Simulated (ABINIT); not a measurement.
# A GW chain in ABINIT: GaP (F-43m), part 2 of 3

Aim: the G0W0 gap of GaP (F-43m) on PBE, step by step.

ABINIT 10.8.3; PBE and many-body steps on it, plane waves. Known limits of the many-body steps: not at the basis limit; exchange with frozen shells missing; no spin-orbit coupling; coarse k mesh.

So far. Step 2 (Ground state): The gap is indirect, with the least direct gap 0.16 eV higher.

**3. Bands along the symmetry lines**

Level of this step: DFT, PBE, plane waves, norm-conserving pseudopotentials (ABINIT).

The cheap functional maps the bands first; the places of the edges decide which points the dearer methods must see.

run.abi reads:

```
acell 3*1.0 Angstrom
rprim 
  0.000000000000 2.725250000000 2.725250000000
  2.725250000000 0.000000000000 2.725250000000
  2.725250000000 2.725250000000 0.000000000000
ntypat 2
znucl 31 15
natom 2
typat 1 2
xred 
  0.000000000000 0.000000000000 0.000000000000
  0.250000000000 0.250000000000 0.250000000000
pp_dirpath "pseudos"
pseudos "Ga.upf, P.upf"
ecut 36
iscf -2
irdden 1
kptopt 0
nkpt 50
kpt 
  0.00000000 0.00000000 0.00000000
  -0.06250000 -0.06250000 0.00000000
  -0.12500000 -0.12500000 0.00000000
  -0.18750000 -0.18750000 0.00000000
  -0.25000000 -0.25000000 0.00000000
  -0.31250000 -0.31250000 0.00000000
  -0.37500000 -0.37500000 0.00000000
  -0.43750000 -0.43750000 0.00000000
  -0.50000000 -0.50000000 0.00000000
  -0.48437500 -0.48437500 0.03125000
  -0.46875000 -0.46875000 0.06250000
  -0.45312500 -0.45312500 0.09375000
  -0.43750000 -0.43750000 0.12500000
  -0.42187500 -0.42187500 0.15625000
  -0.40625000 -0.40625000 0.18750000
  -0.39062500 -0.39062500 0.21875000
  -0.37500000 -0.37500000 0.25000000
  -0.37500000 0.00000000 0.37500000
  -0.32812500 0.00000000 0.32812500
  -0.28125000 0.00000000 0.28125000
  -0.23437500 0.00000000 0.23437500
  -0.18750000 0.00000000 0.18750000
  -0.14062500 0.00000000 0.14062500
  -0.09375000 0.00000000 0.09375000
  -0.04687500 0.00000000 0.04687500
  0.00000000 0.00000000 0.00000000
  0.00000000 0.00000000 0.06250000
  0.00000000 0.00000000 0.12500000
  0.00000000 0.00000000 0.18750000
  0.00000000 0.00000000 0.25000000
  0.00000000 0.00000000 0.31250000
  0.00000000 0.00000000 0.37500000
  0.00000000 0.00000000 0.43750000
  -0.00000000 -0.00000000 0.50000000
  -0.06250000 -0.03125000 0.46875000
  -0.12500000 -0.06250000 0.43750000
  -0.18750000 -0.09375000 0.40625000
  -0.25000000 -0.12500000 0.37500000
  -0.31250000 -0.15625000 0.34375000
  -0.37500000 -0.18750000 0.31250000
  -0.43750000 -0.21875000 0.28125000
  -0.50000000 -0.25000000 0.25000000
  -0.50000000 -0.28125000 0.21875000
  -0.50000000 -0.31250000 0.18750000
  -0.50000000 -0.34375000 0.15625000
  -0.50000000 -0.37500000 0.12500000
  -0.50000000 -0.40625000 0.09375000
  -0.50000000 -0.43750000 0.06250000
  -0.50000000 -0.46875000 0.03125000
  -0.50000000 -0.50000000 0.00000000
istwfk *1
nband 16
nbdbuf 2
tolwfr 1e-08
nstep 40
prtwf 0
prtvol 0
indata_prefix "in"
outdata_prefix "out"
tmpdata_prefix "tmp"
```

The run is started by

```bash
> OMP_NUM_THREADS=1 mpirun -n 4 abinit run.abi > log
```

Numbers of over 12 decimals in the logs are rounded to 6 here.

The log of the run:

```text
.Version 10.8.3 of ABINIT. v10.8.2 released Aug 2026.

 Symmetries : space group F-4 3 m (#216); Bravais cF (face-center cubic)
[... echo of the input left out ...]
== DATASET  1 ==================================================================
-   mpi_nproc: 4, omp_nthreads: 1 (-1 if OMP is not activated)

--- !DatasetInfo
iteration_state: {dtset: 1, }
dimensions: {natom: 2, nkpt: 50, mband: 16, nsppol: 1, nspinor: 1, nspden: 1, mpw: 2838, }
cutoff_energies: {ecut:  36.0, pawecutdg:  -1.0, }
electrons: {nelect:   1.80000000E+01, charge:   0.00000000E+00, occopt:   1.00000000E+00, tsmear:   1.00000000E-02, }

 Real(R)+Recip(G) space primitive vectors, cartesian coordinates (Bohr,Bohr^-1):
 R(1)=  0.0000000  5.1499761  5.1499761  G(1)= -0.0970878  0.0970878  0.0970878
 R(2)=  5.1499761  0.0000000  5.1499761  G(2)=  0.0970878 -0.0970878  0.0970878
 R(3)=  5.1499761  5.1499761  0.0000000  G(3)=  0.0970878  0.0970878 -0.0970878
 Unit cell volume ucvol=  2.7317795E+02 bohr^3
 Angles (23,13,12)=  6.00000000E+01  6.00000000E+01  6.00000000E+01 degrees

 getcut: wavevector=  0.0000  0.0000  0.0000  ngfft=  40  40  40
         ecut(hartree)=     36.000   => boxcut(ratio)=   2.03340

--- Pseudopotential description ------------------------------------------------
- Ga Generated using ONCVPSP code by D. R. Hamann
- 31.00000  13.00000  171031                  znucl, zion, pspdat
12 -101130 2 -1 1902                          pspcod,pspxc,lmax,lloc,mmax
     nproj     2     2     2
  pspatm : epsatm=   24.69408211
         --- l  ekb(1:nproj) -->
             0    7.029782    1.144675
             1    6.805229    1.288163
             2   -8.378254   -2.820764
 pspatm: atomic psp has been read  and splines computed

- P Generated using ONCVPSP code by D. R. Hamann
- 15.00000   5.00000  171031                  znucl, zion, pspdat
12 -101130 2 -1 1298                          pspcod,pspxc,lmax,lloc,mmax
     nproj     2     2     2
  pspatm : epsatm=    8.05910421
         --- l  ekb(1:nproj) -->
[...]
pspatm: atomic psp has been read  and splines computed

--------------------------------------------------------------------------------

================================================================================
 prteigrs : about to open file out_EIG
 Non-SCF case, kpt    1 (  0.00000  0.00000  0.00000), residuals and eigenvalues=
  3.83E-09  6.02E-09  2.17E-09  5.46E-09  7.14E-09  2.29E-09  3.97E-09  6.16E-09
  9.12E-09  5.83E-09  2.84E-09  4.97E-09  9.17E-09  2.99E-09  2.25E-06  1.53E-06
 -3.7540E-01 -3.7540E-01 -3.7540E-01 -3.7183E-01 -3.7183E-01 -2.9902E-01
  1.6012E-01  1.6012E-01  1.6012E-01  2.2689E-01  3.0296E-01  3.0296E-01
  3.0296E-01  4.8389E-01  5.1759E-01  5.1759E-01
 Non-SCF case, kpt    2 ( -0.06250 -0.06250  0.00000), residuals and eigenvalues=
  8.14E-09  5.96E-09  7.80E-09  4.25E-09  6.24E-09  2.18E-09  7.89E-09  5.26E-09
[...]
-3.7563E-01 -3.7532E-01 -3.7532E-01 -3.7188E-01 -3.7180E-01 -2.9652E-01
[...]
3.1278E-01  4.9421E-01  4.9794E-01  5.1983E-01
 Non-SCF case, kpt    3 ( -0.12500 -0.12500  0.00000), residuals and eigenvalues=
[...]
3.3762E-01  4.5741E-01  5.2651E-01  5.3018E-01
[...]
Non-SCF case, kpt   49 ( -0.50000 -0.46875  0.03125), residuals and eigenvalues=
[...]
Non-SCF case, kpt   50 ( -0.50000 -0.50000  0.00000), residuals and eigenvalues=
[...]
-3.7971E-01 -3.7315E-01 -3.7301E-01 -3.7301E-01 -3.7104E-01 -1.9013E-01
 -8.8115E-02  6.1534E-02  6.1534E-02  2.2085E-01  2.2709E-01  5.4873E-01
[...]
--- !ResultsGS
iteration_state: {dtset: 1, }
comment   : Summary of ground state results
lattice_vectors:
- [  0.0000000,   5.1499761,   5.1499761, ]
- [  5.1499761,   0.0000000,   5.1499761, ]
- [  5.1499761,   5.1499761,   0.0000000, ]
lattice_lengths: [   7.28317,    7.28317,    7.28317, ]
lattice_angles: [ 60.000,  60.000,  60.000, ] # degrees, (23, 13, 12)
lattice_volume:   2.7317795E+02
convergence: {deltae:  0.000E+00, res2:  0.000E+00, residm:  9.976E-09, diffor:  0.000E+00, }
etotal    :  -8.34276425E+01
entropy   :   0.00000000E+00
fermie    :   1.60120980E-01
cartesian_stress_tensor: null
pressure_GPa: null
xred      :
- [  0.0000E+00,   0.0000E+00,   0.0000E+00, Ga]
- [  2.5000E-01,   2.5000E-01,   2.5000E-01,  P]
cartesian_forces: null
force_length_stats: {min: null, max: null, mean: null, }

 Integrated electronic density in atomic spheres:
 ------------------------------------------------
 Atom  Sphere_radius  Integrated_density
[...]
================================================================================

 ----iterations are completed or convergence reached----

 Mean square residual over all n,k,spin=   54.907E-10; max=  99.761E-10
 reduced coordinates (array xred) for    2 atoms
       0.000000000000      0.000000000000      0.000000000000
       0.250000000000      0.250000000000      0.250000000000

 cartesian coordinates (angstrom) at end:
    1      0.000000     0.000000     0.000000
    2      1.362625     1.362625     1.362625
 length scales=  1.889726125908  1.889726125908  1.889726125908 bohr
              =  1.000000000000  1.000000000000  1.000000000000 angstroms
 prteigrs : about to open file out_EIG
 Eigenvalues (hartree) for nkpt=  50  k points:
 kpt#   1, nband= 16, wtk=  1.00000, kpt=  0.0000  0.0000  0.0000 (reduced coord)
[...]
kpt#   2, nband= 16, wtk=  1.00000, kpt= -0.0625 -0.0625  0.0000 (reduced coord)
[...]
kpt#   3, nband= 16, wtk=  1.00000, kpt= -0.1250 -0.1250  0.0000 (reduced coord)
[...]
kpt#  49, nband= 16, wtk=  1.00000, kpt= -0.5000 -0.4687  0.0313 (reduced coord)
[...]
kpt#  50, nband= 16, wtk=  1.00000, kpt= -0.5000 -0.5000  0.0000 (reduced coord)
  -0.37971   -0.37315   -0.37301   -0.37301   -0.37104   -0.19013   -0.08812    0.06153
   0.06153    0.22085    0.22709    0.54873    0.54873    0.57118    0.61281    0.63428

== END DATASET(S) ==============================================================
================================================================================

 -outvars: echo values of variables after computation  --------
            nband          16
             nkpt          50
          spgroup         216
 [... the other variables as echoed above ...]

 Calculation completed.
```

Run time: 10 s. Hardware: 4 MPI ranks of Intel Xeon 6975P-C (Granite Rapids), shared host; peak memory 0.31 GiB.

Numbers from this step:

| Property | Result |
| --- | --- |
| gap | 1.593 eV |
| k of the valence top | 0, 0, 0 |
| k of the conduction bottom | -0.4375, -0.4375, 0 |
| least direct gap | 1.817 eV |

The gap is 1.593 eV, −0.060 eV from the run before at this level.

The electronic bands at the labelled points (eV, zero at the top of the highest filled band):

| point | band 6 | band 7 | band 8 | band 9 | band 10 | band 11 | band 12 | band 13 |
| --- | --- | --- | --- | --- | --- | --- | --- | --- |
| Γ | -12.49 | 0.00 | 0.00 | 0.00 | 1.82 | 3.89 | 3.89 | 3.89 |
| halfway | -11.46 | -3.68 | -1.68 | -1.68 | 2.18 | 3.72 | 6.74 | 6.74 |
| X | -9.53 | -6.75 | -2.68 | -2.68 | 1.65 | 1.82 | 10.57 | 10.57 |
| halfway | -9.51 | -6.70 | -3.24 | -2.57 | 1.85 | 2.75 | 9.51 | 9.66 |
| U | -9.57 | -6.55 | -3.94 | -2.25 | 2.19 | 4.80 | 8.23 | 8.26 |
| jump to K | -9.57 | -6.55 | -3.94 | -2.25 | 2.19 | 4.80 | 8.23 | 8.26 |
| halfway | -11.36 | -4.24 | -2.45 | -0.66 | 3.28 | 4.99 | 5.00 | 5.87 |
| Γ | -12.49 | 0.00 | 0.00 | 0.00 | 1.82 | 3.89 | 3.89 | 3.89 |
| halfway | -11.72 | -3.88 | -0.66 | -0.66 | 2.15 | 4.74 | 4.74 | 6.35 |
| L | -10.43 | -6.63 | -1.12 | -1.12 | 1.67 | 4.72 | 4.72 | 8.29 |
| halfway | -10.02 | -6.42 | -3.19 | -1.93 | 3.45 | 4.30 | 6.45 | 7.91 |
| W | -9.44 | -6.55 | -3.58 | -3.42 | 4.70 | 4.86 | 6.10 | 6.15 |
| halfway | -9.49 | -6.66 | -3.16 | -3.09 | 2.77 | 2.94 | 8.49 | 8.58 |
| X | -9.53 | -6.75 | -2.68 | -2.68 | 1.65 | 1.82 | 10.57 | 10.57 |

The electronic bands as a text plot (rows in eV, shown from -8.0 to 7.5 only):

```
    7.2 |    +             +                 ++         +   +
    6.5 |     ++            ++              +         ++ + +
    5.9 |    +             ++++++++                  +  +++
    5.2 |                       +  ++      +        +    +
    4.6 |  ++            ++      ++      +++++++++++++++++++
    3.9 |++  +++                   ++++++++            ++   +
    3.3 |  ++   ++      +     +++++                  ++
    2.6 | +  +    +    +   +++     ++    +++        +        ++
    2.0 |+    ++++ ++++++++          ++++   +++++ ++          +++
    1.4 |         ++++                           +
    0.7 |
    0.1 |**                        ********
   -0.6 | ***                   ******  *  ****
   -1.2 |    *              ****               ******
   -1.9 |  ** ****         *     ****    **         ***
   -2.5 |    *    *********     *          *         * **      **
   -3.2 |             ***     ** **                   *  ******
   -3.8 |     **         *****              *          *****
   -4.5 |       **              *
   -5.1 |                     **             **
   -5.7 |         *         **                 *
   -6.4 |          **  *****                    ***************
   -7.0 |            **                                        **
   -7.7 |
         Γ           X  U|K            Γ         L        W     X
```

**4. Empty states on the mesh, 4×4×4 mesh, 50 bands**

The sums over transitions need many empty states on a uniform mesh; this step solves for them.

run.abi reads:

```
acell 3*1.0 Angstrom
rprim 
  0.000000000000 2.725250000000 2.725250000000
  2.725250000000 0.000000000000 2.725250000000
  2.725250000000 2.725250000000 0.000000000000
ntypat 2
znucl 31 15
natom 2
typat 1 2
xred 
  0.000000000000 0.000000000000 0.000000000000
  0.250000000000 0.250000000000 0.250000000000
pp_dirpath "pseudos"
pseudos "Ga.upf, P.upf"
ecut 36
ngkpt 4 4 4
nshiftk 1
shiftk 0 0 0
kptopt 1
chksymbreak 0
iscf -2
irdden 1
istwfk *1
nband 50
nbdbuf 4
tolwfr 1e-09
nstep 60
prtvol 0
indata_prefix "in"
outdata_prefix "out"
tmpdata_prefix "tmp"
```

The log of the run:

```text
.Version 10.8.3 of ABINIT. v10.8.2 released Aug 2026.

 Symmetries : space group F-4 3 m (#216); Bravais cF (face-center cubic)
[... echo of the input left out ...]
== DATASET  1 ==================================================================
-   mpi_nproc: 4, omp_nthreads: 1 (-1 if OMP is not activated)

--- !DatasetInfo
iteration_state: {dtset: 1, }
dimensions: {natom: 2, nkpt: 8, mband: 50, nsppol: 1, nspinor: 1, nspden: 1, mpw: 2832, }
cutoff_energies: {ecut:  36.0, pawecutdg:  -1.0, }
electrons: {nelect:   1.80000000E+01, charge:   0.00000000E+00, occopt:   1.00000000E+00, tsmear:   1.00000000E-02, }

 Real(R)+Recip(G) space primitive vectors, cartesian coordinates (Bohr,Bohr^-1):
 R(1)=  0.0000000  5.1499761  5.1499761  G(1)= -0.0970878  0.0970878  0.0970878
 R(2)=  5.1499761  0.0000000  5.1499761  G(2)=  0.0970878 -0.0970878  0.0970878
 R(3)=  5.1499761  5.1499761  0.0000000  G(3)=  0.0970878  0.0970878 -0.0970878
 Unit cell volume ucvol=  2.7317795E+02 bohr^3
 Angles (23,13,12)=  6.00000000E+01  6.00000000E+01  6.00000000E+01 degrees

 getcut: wavevector=  0.0000  0.0000  0.0000  ngfft=  40  40  40
         ecut(hartree)=     36.000   => boxcut(ratio)=   2.03340

--- Pseudopotential description ------------------------------------------------
- Ga Generated using ONCVPSP code by D. R. Hamann
- 31.00000  13.00000  171031                  znucl, zion, pspdat
12 -101130 2 -1 1902                          pspcod,pspxc,lmax,lloc,mmax
     nproj     2     2     2
  pspatm : epsatm=   24.69408211
         --- l  ekb(1:nproj) -->
             0    7.029782    1.144675
             1    6.805229    1.288163
             2   -8.378254   -2.820764
 pspatm: atomic psp has been read  and splines computed

- P Generated using ONCVPSP code by D. R. Hamann
- 15.00000   5.00000  171031                  znucl, zion, pspdat
12 -101130 2 -1 1298                          pspcod,pspxc,lmax,lloc,mmax
     nproj     2     2     2
  pspatm : epsatm=    8.05910421
         --- l  ekb(1:nproj) -->
[...]
pspatm: atomic psp has been read  and splines computed

--------------------------------------------------------------------------------

================================================================================
 prteigrs : about to open file out_EIG
 Non-SCF case, kpt    1 (  0.00000  0.00000  0.00000), residuals and eigenvalues=
  2.54E-10  9.17E-10  9.70E-10  1.95E-10  6.31E-10  5.46E-10  2.00E-10  2.43E-10
  8.14E-10  2.89E-10  1.97E-10  2.90E-10  7.07E-10  3.40E-10  2.14E-10  2.50E-10
  1.40E-10  3.13E-10  5.63E-10  3.03E-10  1.54E-10  6.30E-10  8.50E-10  3.20E-10
[...]
6.08E-07  1.34E-05
 -3.7540E-01 -3.7540E-01 -3.7540E-01 -3.7183E-01 -3.7183E-01 -2.9902E-01
  1.6012E-01  1.6012E-01  1.6012E-01  2.2689E-01  3.0296E-01  3.0296E-01
  3.0296E-01  4.8389E-01  5.1759E-01  5.1759E-01  6.1777E-01  6.1777E-01
[...]
1.6264E+00  1.7321E+00  1.7321E+00  1.7321E+00  1.7876E+00  1.8086E+00
  1.8086E+00  1.8086E+00  1.8272E+00  1.8272E+00  1.8272E+00  1.8516E+00
  1.8516E+00  1.8516E+00
 prteigrs : prtvol=0 or 1, do not print more k-points.

--- !ResultsGS
iteration_state: {dtset: 1, }
comment   : Summary of ground state results
lattice_vectors:
- [  0.0000000,   5.1499761,   5.1499761, ]
- [  5.1499761,   0.0000000,   5.1499761, ]
- [  5.1499761,   5.1499761,   0.0000000, ]
lattice_lengths: [   7.28317,    7.28317,    7.28317, ]
lattice_angles: [ 60.000,  60.000,  60.000, ] # degrees, (23, 13, 12)
lattice_volume:   2.7317795E+02
convergence: {deltae:  0.000E+00, res2:  0.000E+00, residm:  9.934E-10, diffor:  0.000E+00, }
etotal    :  -8.34276425E+01
entropy   :   0.00000000E+00
fermie    :   1.60120980E-01
cartesian_stress_tensor: null
pressure_GPa: null
xred      :
- [  0.0000E+00,   0.0000E+00,   0.0000E+00, Ga]
- [  2.5000E-01,   2.5000E-01,   2.5000E-01,  P]
cartesian_forces: null
force_length_stats: {min: null, max: null, mean: null, }

 Integrated electronic density in atomic spheres:
 ------------------------------------------------
 Atom  Sphere_radius  Integrated_density
[...]
================================================================================

 ----iterations are completed or convergence reached----

 Mean square residual over all n,k,spin=   46.249E-11; max=  99.337E-11
 reduced coordinates (array xred) for    2 atoms
       0.000000000000      0.000000000000      0.000000000000
       0.250000000000      0.250000000000      0.250000000000

 cartesian coordinates (angstrom) at end:
    1      0.000000     0.000000     0.000000
    2      1.362625     1.362625     1.362625
 length scales=  1.889726125908  1.889726125908  1.889726125908 bohr
              =  1.000000000000  1.000000000000  1.000000000000 angstroms
 prteigrs : about to open file out_EIG
 Eigenvalues (hartree) for nkpt=   8  k points:
 kpt#   1, nband= 50, wtk=  0.01563, kpt=  0.0000  0.0000  0.0000 (reduced coord)
[...]
1.59224    1.59224    1.62637    1.62637    1.62637    1.73208    1.73208    1.73208
   1.78756    1.80857    1.80857    1.80857    1.82721    1.82721    1.82721    1.85157
   1.85158    1.85161
 prteigrs : prtvol=0 or 1, do not print more k-points.

== END DATASET(S) ==============================================================
================================================================================

 -outvars: echo values of variables after computation  --------
            nband          50
             nkpt           8
          spgroup         216
 [... the other variables as echoed above ...]

 Calculation completed.
```

It took 8.1 s on 4 MPI ranks; peak memory 0.3 GiB.

Numbers from this step:

| Property | Result |
| --- | --- |
| gap | 1.653 eV |
| k of the valence top | 0, 0, 0 |
| k of the conduction bottom | 0.5, 0.5, 0 |
| least direct gap | 1.817 eV |
| k points computed | 8 |
| lowest point of the top converged band, above the valence top | 45.23 eV |

On this mesh the gap is 1.653 eV.

[end of part 2 of 3]

[Paths, hosts, dates, memory and timing lines, banners, echoed tables and standing remarks are left out of the program output.]

[Logs are printed without paths, hosts, clocks, repeated set-up lines and the standing remarks that a program may print on its own settings, such as how far it seeks lower states.]

[Runs of the session that timed out or met a known fault of the program may be left out.]

[Hosts, paths, dates, database ids (printed as entryN), source tags and the programs' standing remarks are cut or masked in the printed files.]

[G0W0 gaps are taken among the corrected bands and points alone; a level outside them can change the order at an edge.]

[Where Ansatz stands beside ABINIT at settings called matched, ABINIT's density can come from a denser mesh and the files from another edition; pairs whose starting gaps differed by over 0.03 eV were left out, so agreement reads better than it is.]
